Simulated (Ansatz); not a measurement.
# Stack of 1T-BiTeI under honeycomb PbTe, shifted by two thirds of the diagonal in a perpendicular field, part 3 of 4

Aim: how the stack of 1T-BiTeI under honeycomb PbTe, shifted by two thirds of the diagonal screens a field along its normal, and what the field does to its bands. A positive field points along +c.

Ansatz 0.2.0; plane-wave DFT, PBE-D3(BJ), Ansatz PAW (the session's first sound run).

So far, gap along the path (eV): step 3 (single point, field 0) 1.30; step 4 (field 0.1 V/Å) 1.37; step 5 (field -0.1 V/Å) 1.21; step 6 (field 0.2 V/Å) 1.36.

## Step 7: Atoms held, field -0.2 V/Å

input.yaml reads:

```yaml
crystal:
  lattice:
    - [4.2952363952, 0.0, 0.0]
    - [-2.1476181976, 3.7197838335, 0.0]
    - [0.0, 0.0, 27.486572033]
  atoms:
    - { symbol: I, position: [0.6666666667, 0.3333333333, 0.3274326092] }
    - { symbol: Bi, position: [0.0, 0.0, 0.4039311836] }
    - { symbol: Te, position: [0.3333333333, 0.6666666667, 0.4678770873] }
    - { symbol: Te, position: [0.3333333333, 0.6666666667, 0.6106256864] }
    - { symbol: Pb, position: [0.0, 0.0, 0.6725673908] }
kpoints:
  mp_grid: { grid: [12, 12, 1] }
  band_path:
    path: [[0, 0, 0], [0.5, 0, 0], [0.33333333, 0.33333333, 0], [0, 0, 0]]
    npoints: 16
hamiltonian:
  xc: pbe
  dispersion: d3bj
scf:
  occupations: { method: fermi_dirac, width: 0.02585 }
  convergence: { dr2_threshold: 1.0e-10 }
efield:
  axis: 3
  dipole_correction: true
  ramp_position: 0.97
  ramp_width: 0.06
  amplitude: -0.2
output:
  write_potential: true
  write_density: true
  volumetric_format: npy
```

Started as:

```bash
ansatz run input.yaml --threads 4 --pin off --max-ram 6144MiB --backend cpu --events-out ev --progress --plain --runs-dir out
```

Numbers of over 12 decimals in the logs are rounded to 6 here.

What it wrote:

```text
[...]
Crystal: 5 atoms, lattice volume = 439.163 Å³
Basis set: ecut = 420 eV, 8581 PW (Γ)
Bands: 47, of which v1, the nominal top of the filled ones, is band 39 counted from 1 (38 counted from 0)
Symmetry: 6 space group operations
[...]
k-points: 19 of 144 (time reversal used)
[...]
k-point 0: bands = [... 35 lower, -0.2136, -0.1182, -0.1182, 0.1911, 1.4536, 1.9173, 2.4853, 2.4853, ... 4 higher]
  k-point 1: bands = [... 35 lower, -0.3431, -0.2898, -0.1527, 0.3098, 1.7525, 2.1747, 2.5380, 2.5952, ... 4 higher]
  k-point 2: bands = [... 35 lower, -0.5214, -0.3866, -0.2267, 0.2774, 1.8614, 2.2648, 2.8427, 3.0473, ... 4 higher]
  k-point 18: bands = [... 35 lower, -1.3880, -1.1446, -0.9162, -0.4724, 1.8966, 2.9087, 3.0700, 3.6116, ... 4 higher]
[key lines of the parts left out:]
SCF converged after 15 iterations
Free energy (F): -45778.693659 eV
Fermi energy:    0.926822 eV
Dipole field:    D = -0.018930 V/Å  (p = -0.045941 e·Å, saw-weighted, corrected)
```

Elapsed: 51 s, on 4 threads of Arm Neoverse N1, shared host; peak memory 1.1 GiB; 3.4 min of CPU time.

The dipole is -0.0459 e·Å, -0.195 e·Å from its value without field, and the gap 1.106 eV.

## Step 8: Single point, field 0.35 V/Å

input.yaml, as its differences from that of step 7:

```diff
@@ -27,4 +27,6 @@
   ramp_width: 0.06
-  amplitude: -0.2
+  amplitude: 0.35
 output:
+  dos: { projected: true, e_range: [-6, 5] }
+  bader: true
   write_potential: true
@@ -32 +34,2 @@
   volumetric_format: npy
+  elf: true
```

What it wrote:

```text
[...]
Crystal: 5 atoms, lattice volume = 439.163 Å³
Basis set: ecut = 420 eV, 8581 PW (Γ)
Bands: 47, of which v1, the nominal top of the filled ones, is band 39 counted from 1 (38 counted from 0)
Symmetry: 6 space group operations
[...]
k-points: 19 of 144 (time reversal used)
[...]
k-point 18: bands = [... 35 lower, -1.4073, -0.9879, -0.9736, -0.6862, 2.2726, 2.7538, 3.0759, 3.5635, ... 4 higher]
--- Bader charges: 5 sites ---
  site symbol  charge [e]  shift [e]
     0      I     -0.4372     0.0000
     1     Bi      0.8380     0.0000
     2     Te     -0.4124     0.0000
     3     Te     -0.4699     0.0000
     4     Pb      0.4815     0.0000
  estimated error of the sums over rays = 5.1e-4 e
[key lines of the parts left out:]
SCF converged after 15 iterations
Free energy (F): -45778.815516 eV
Fermi energy:    1.056233 eV
Dipole field:    D = 0.200969 V/Å  (p = 0.487746 e·Å, saw-weighted, corrected)
```

Elapsed: 60 s, on 4 threads; peak memory 1.2 GiB.

The dipole is 0.488 e·Å, 0.339 e·Å from its value without field, and the gap 1.277 eV.

## Step 9: Response, atoms held

This step: plane-wave DFT, PBE-D3(BJ), Ansatz PAW; response to a field along the normal, atoms held (Ansatz 0.2.0).

The dipoles give the slope, and the difference of two potentials shows where the field is screened.

Numbers from this step:

```yaml
equivalent_conductor_thickness_p_eps_0ae: 11.00 Å
distance_between_the_outer_atoms: 9.487 Å
```

Dipole of the cell against applied field:

```
applied field (V/Å)  dipole of the cell (e·Å)
             -0.200                   -0.0459
             -0.100                    0.0518
              0.000                     0.149
              0.100                     0.246
              0.200                     0.343
              0.350                     0.488
```

Local field over the applied field, running mean. From the potentials at -0.1 and 0.1 V/Å; running mean over 2.5 Å. The local field over applied field by z:

z (Å), local field over applied field and a bar from the least value:
```
      4.5      0.999 ##############################
      5.0      0.996 ##############################
      5.5      0.986 ##############################
      6.0      0.962 #############################
      6.5      0.902 ###########################
      7.0      0.787 ########################
      7.5      0.627 ###################
      8.0      0.451 ##############
      8.5      0.284 #########
      9.0      0.153 #####
      9.5      0.083 ##
     10.0      0.056 ##
     10.5      0.041 #
     11.0      0.028 #
     11.5      0.021 #
     12.0      0.017 #
     12.5      0.037 #
     13.0      0.105 ###
     13.5      0.211 ######
     14.0      0.316 ##########
     14.5      0.386 ############
     15.0      0.396 ############
     15.5      0.341 ##########
     16.0      0.238 #######
     16.5      0.124 ####
     17.0      0.037 #
     17.5     -0.001 
     18.0      0.008 
     18.5      0.064 ##
     19.0      0.179 #####
     19.5      0.336 ##########
     20.0      0.509 ###############
     20.5      0.676 ####################
     21.0      0.816 #########################
     21.5      0.907 ###########################
     22.0      0.956 #############################
     22.5      0.980 #############################
     23.0      0.991 ##############################
```

Electrons, planar mean, per unit field. The induced electron density by z:

z (Å), induced electron density (e/Å³ per V/Å) and a bar from the least value:
```
      4.5    0.00001 ##############
      5.0    0.00002 ##############
      5.5    0.00006 ##############
      6.0    0.00018 ###############
      6.5    0.00050 ################
      7.0    0.00128 ####################
      7.5    0.00267 ###########################
      8.0    0.00338 ##############################
      8.5    0.00167 ######################
      9.0    0.00077 #################
      9.5    0.00021 ###############
     10.0   -0.00033 ############
     10.5   -0.00017 #############
     11.0    0.00047 ################
     11.5    0.00065 #################
     12.0   -0.00021 #############
     12.5   -0.00029 ############
     13.0   -0.00078 ##########
     13.5   -0.00155 ######
     14.0   -0.00244 ##
     14.5   -0.00118 ########
     15.0    0.00063 #################
     15.5    0.00220 ########################
     16.0    0.00203 ########################
     16.5    0.00112 ###################
     17.0    0.00048 ################
     17.5    0.00016 ###############
     18.0   -0.00016 #############
     18.5   -0.00096 #########
     19.0   -0.00104 #########
     19.5   -0.00272 #
     20.0   -0.00288 
     20.5   -0.00187 #####
     21.0   -0.00099 #########
     21.5   -0.00048 ############
     22.0   -0.00022 #############
     22.5   -0.00010 #############
     23.0   -0.00004 ##############
```

The smaller of the gaps on the path and on the k-mesh, counted as 0 under 0.03 eV. The gap by applied field:

```
applied field (V/Å)  gap (eV)
             -0.200      1.11
             -0.100      1.21
              0.000      1.30
              0.100      1.37
              0.200      1.36
              0.350      1.28
```

By hand: between -0.1 and 0.1 V/Å the dipole changes by 0.1943 e·Å, a slope of 0.9714 e·Å²/V. A perfect conductor of thickness t has p = ε₀AEt, so t = 180.95 × 0.9714 / 15.977 = 11.00 Å (e/ε₀ = 180.95 V·Å, A in Å²).

The induced dipole is that of a conductor 11.00 Å thick.

## Step 10: With spin-orbit coupling

This step: plane-wave DFT, PBE, fully relativistic PAW with spin-orbit coupling (Ansatz 0.2.0).

Heavy atoms split their bands by spin-orbit coupling, so this run uses fully relativistic files and two-component states.

input.yaml, the sections that differ from step 8:

```yaml
hamiltonian:
  xc: pbe
  pseudopotentials: { kind: paw_fr }
magnetization:
  noncollinear: true
  spin_orbit: true
scf:
  occupations: { method: fermi_dirac, width: 0.02585 }
  convergence: { dr2_threshold: 1.0e-09 }
efield:
  axis: 3
  dipole_correction: true
  ramp_position: 0.97
  ramp_width: 0.06
  amplitude: 0
output:
  write_potential: true
  write_density: true
  volumetric_format: npy
# crystal, kpoints: as in step 8
```

What it wrote:

```text
[...]
non-collinear run that drives no moment, with spin-orbit: no starting moment large enough to seed its density (crystal.atoms[].spin), no starting occupations that ask for one, no magnetisation constraint and no magnetic field, so the semilocal B_xc is pinned to zero
Crystal: 5 atoms, lattice volume = 439.163 Å³
Basis set: ecut = 420 eV, 8581 PW (Γ)
Bands: 94, of which v1, the nominal top of the filled ones, is band 78 counted from 1 (77 counted from 0)
Symmetry: 6 space group operations + 6 with time reversal
[...]
k-points: 19 of 144 (time reversal used)
Projection manifold: j_resolved (fully-relativistic pseudo-atomic orbitals)
[...]
SCF iter   1: F=—  HF=-45866.334311 eV  |F-HF|=—  |Δ(HF+E_count)|=         —  Δρ=1.08e-2  dr2=1.59e0  dr2_m=0.00e0 (ungated)  ethr=2.04e-3  |M|=0.00e0 ∫|m|=0.00e0 μB  |m|>n=0.0e0 m-floor=0.0e0 τ_xc=0.0e0  β_m=0.30  p=-0.000 e·Å  D=-7.76e-7 V/Å  ΔV_dip=0.00 eV  dr2_dipole=1.93e-1  V_vac-E_F(+/−)=5.06/5.06 eV  ⟨swp⟩=5.4  Hψ=11404  notcnv=0  defer=5
[...]
spin=Noncollinear: Resta preconditioning applied to the charge; magnetization (m_x, m_y, m_z) channels mix plain (no charge-response kernel on spin).
SCF iter   2: F=—  HF=-45866.077176 eV  |F-HF|=—  |Δ(HF+E_count)|=   2.57e-1  Δρ=6.97e-3  dr2=3.60e-1  dr2_m=0.00e0 (ungated)  ethr=2.04e-3  |M|=0.00e0 ∫|m|=0.00e0 μB  |m|>n=0.0e0 m-floor=0.0e0 τ_xc=0.0e0  β_m=0.33  p=0.154 e·Å  D=6.35e-2 V/Å  ΔV_dip=-1.75 eV  dr2_dipole=2.62e-2  V_vac-E_F(+/−)=3.76/5.51 eV  ⟨swp⟩=3.4  Hψ=3804  notcnv=0  defer=166
[...]
SCF iter  15: F=-45866.034339 eV  HF=-45866.034339 eV  |F-HF|=4.80e-10  |Δ(HF+E_count)|=  7.28e-11  Δρ=9.61e-8  dr2=4.32e-10  dr2_m=0.00e0 (ungated)  ethr=1.28e-12  |M|=0.00e0 ∫|m|=0.00e0 μB  |m|>n=0.0e0 m-floor=0.0e0 τ_xc=0.0e0  p=0.149 e·Å  D=6.12e-2 V/Å  ΔV_dip=-1.68 eV  dr2_dipole=3.77e-11  V_vac-E_F(+/−)=3.58/5.26 eV  ⟨swp⟩=1.0  Hψ=3515  notcnv=0
SCF 1 converged in 15 iterations: F = -45866.034339 eV  dr2 = 4.32e-10
[...]
SCF converged after 15 iterations
Magnetization: |M| = 0.0000 μB,  M = (+0.0000, +0.0000, +0.0000) μB
Absolute magnetization: 0.0000 μB (∫|m|)
  site 0: m = (+0.0000, +0.0000, +0.0000) μB, |m| = 0.0000 μB  (R = 1.34 Å)
  site 1: m = (+0.0000, +0.0000, +0.0000) μB, |m| = 0.0000 μB  (R = 1.25 Å)
  site 2: m = (+0.0000, +0.0000, +0.0000) μB, |m| = 0.0000 μB  (R = 1.25 Å)
  site 3: m = (+0.0000, +0.0000, +0.0000) μB, |m| = 0.0000 μB  (R = 1.24 Å)
  site 4: m = (+0.0000, +0.0000, +0.0000) μB, |m| = 0.0000 μB  (R = 1.24 Å)
Free energy (F): -45866.034339 eV
[...]
Internal energy: -45866.034339 eV  (E = F + TS)
E sigma→0 (E₀):  -45866.034339 eV
Entropy (-TS):   -0.000000 eV (-0.000 meV/atom)
Fermi energy:    0.721831 eV
Dipole field:    D = 0.061208 V/Å  (p = 0.148550 e·Å, saw-weighted, corrected)
Work function:   Φ+ = 3.5778 eV   Φ− = 5.2602 eV
[...]
--- Band table (eV; the first three rows and the last of 19) ---
  k-point 0: bands = [... 74 lower, 0.2465, 0.2465, 0.4008, 0.4008, 0.9733, 0.9733, 1.3966, 1.3966, ... 12 higher]
  k-point 1: bands = [... 74 lower, -0.0076, 0.0137, 0.3703, 0.4351, 1.1793, 1.3301, 1.6200, 1.8397, ... 12 higher]
  k-point 2: bands = [... 74 lower, -0.1249, -0.1238, 0.2966, 0.3022, 1.5684, 1.6146, 1.7081, 2.1362, ... 12 higher]
  k-point 18: bands = [... 74 lower, -1.0083, -0.9703, -0.5010, -0.4951, 1.7498, 2.1808, 2.2853, 2.5378, ... 12 higher]
```

Run time: 6.8 min. Hardware: 4 threads; peak memory 3.9 GiB.

Numbers from this step:

- dipole along the normal: 0.1486 e·Å
- gap along the path: 0.5210 eV
- smallest direct gap along the path: 0.5350 eV
- step between the vacuum levels: -1.682 eV
- ionisation energy, upper face: 3.859 eV
- electron affinity, upper face: 3.338 eV
- ionisation energy, lower face: 5.542 eV
- gap, the smaller of path and mesh: 0.5210 eV

The electronic bands at the labelled points (eV, zero at the Fermi level of the run, which the smearing sets inside the gap):

```
  point  band 75  band 76  band 77  band 78  band 79  band 80  band 81  band 82
      Γ    -0.48    -0.48    -0.32    -0.32     0.25     0.25     0.67     0.67
halfway    -1.03    -1.00    -0.69    -0.69     0.79     0.98     1.27     1.29
      M    -1.43    -1.43    -1.10    -1.10     1.11     1.11     1.36     1.36
halfway    -1.68    -1.63    -1.12    -1.09     1.27     1.42     1.64     1.82
      K    -1.73    -1.69    -1.22    -1.22     1.03     1.46     1.56     1.82
halfway    -1.18    -1.01    -0.68    -0.64     1.11     1.29     1.43     1.73
      Γ    -0.48    -0.48    -0.32    -0.32     0.25     0.25     0.67     0.67
```

The gap is 0.52 eV, with the valence edge 3.86 eV and the conduction edge 3.34 eV under the upper vacuum level.

## Step 11: With spin-orbit coupling, field 0.1 V/Å

The same in a field along the normal.

input.yaml, as its differences from that of step 10:

```diff
@@ -13,5 +13,3 @@
   mp_grid: { grid: [12, 12, 1] }
-  band_path:
-    path: [[0, 0, 0], [0.5, 0, 0], [0.33333333, 0.33333333, 0], [0, 0, 0]]
-    npoints: 16
+  band_path: { path: [[0, 0, 0], [0.12, 0, 0]], npoints: 24 }
 hamiltonian:
@@ -30,3 +28,3 @@
   ramp_width: 0.06
-  amplitude: 0
+  amplitude: 0.1
 output:
```

What it wrote:

```text
[...]
Crystal: 5 atoms, lattice volume = 439.163 Å³
Basis set: ecut = 420 eV, 8581 PW (Γ)
Bands: 94, of which v1, the nominal top of the filled ones, is band 78 counted from 1 (77 counted from 0)
Symmetry: 6 space group operations + 6 with time reversal
[...]
k-points: 19 of 144 (time reversal used)
[...]
k-point 0: bands = [... 74 lower, 0.3041, 0.3041, 0.4306, 0.4306, 0.9399, 0.9399, 1.4745, 1.4745, ... 12 higher]
  k-point 1: bands = [... 74 lower, 0.0118, 0.0640, 0.3940, 0.4343, 1.1523, 1.2958, 1.6998, 1.9149, ... 12 higher]
  k-point 2: bands = [... 74 lower, -0.1040, -0.0972, 0.2949, 0.3020, 1.5361, 1.6017, 1.7694, 2.2168, ... 12 higher]
  k-point 18: bands = [... 74 lower, -1.0350, -0.9729, -0.5366, -0.5334, 1.8062, 2.2485, 2.2629, 2.5263, ... 12 higher]
[key lines of the parts left out:]
SCF converged after 14 iterations
Magnetization: |M| = 0.0000 μB,  M = (+0.0000, +0.0000, +0.0000) μB
Free energy (F): -45866.054094 eV
Fermi energy:    0.707519 eV
Dipole field:    D = 0.101586 V/Å  (p = 0.246545 e·Å, saw-weighted, corrected)
```

It took 5 min on 4 threads; peak memory 3.8 GiB; 20 min of CPU time.

Numbers from this step:

- dipole along the normal: 0.2465 e·Å
- gap along the path: 0.4739 eV
- smallest direct gap along the path: 0.4787 eV
- gap, the smaller of path and mesh: 0.4739 eV

The dipole is 0.247 e·Å, and the gap 0.474 eV.

## Step 12: Spin splitting near the zone centre

This step: plane-wave DFT, PBE, fully relativistic PAW with spin-orbit coupling; spin splitting near the zone centre (Ansatz 0.2.0).

Levels that meet at the zone centre are followed outwards; a split that grows in proportion to k gives the Rashba parameter as ΔE/2k.

This step gave:

* largest split over 2k that stays linear in k: 1.335 eV Å

Groups of levels that meet at the zone centre and whose split, tested at two k, grows in proportion to k or stays under 1 meV; groups that fail this test are left out. Spin splitting, by row:

```
level at the first point (eV from the Fermi level)  states  split at k = 0.034 1/A (eV)  split over 2k (eV Å)
                                           -0.2769       2                       0.0202                 0.299
                                            0.2324       2                       0.0902                 1.335
                                             0.767       2                       0.0336                0.4973
                                             1.792       2                       0.0191                0.2827
                                             2.428       2                        0.072                 1.066
```

(Continued in part 4 of 4.)

[Logs are printed without paths, hosts, clocks, repeated set-up lines and the standing remarks that a program may print on its own settings, such as how far it seeks lower states.]

[Hosts, paths, dates, database ids (printed as entryN), source tags and the programs' standing remarks are cut or masked in the printed files.]

[Maps of the electrostatic potential energy from Ansatz leave out the sawtooth potential of an applied field or a dipole correction, so their vacuum need not be flat; planar profiles and work functions include it.]
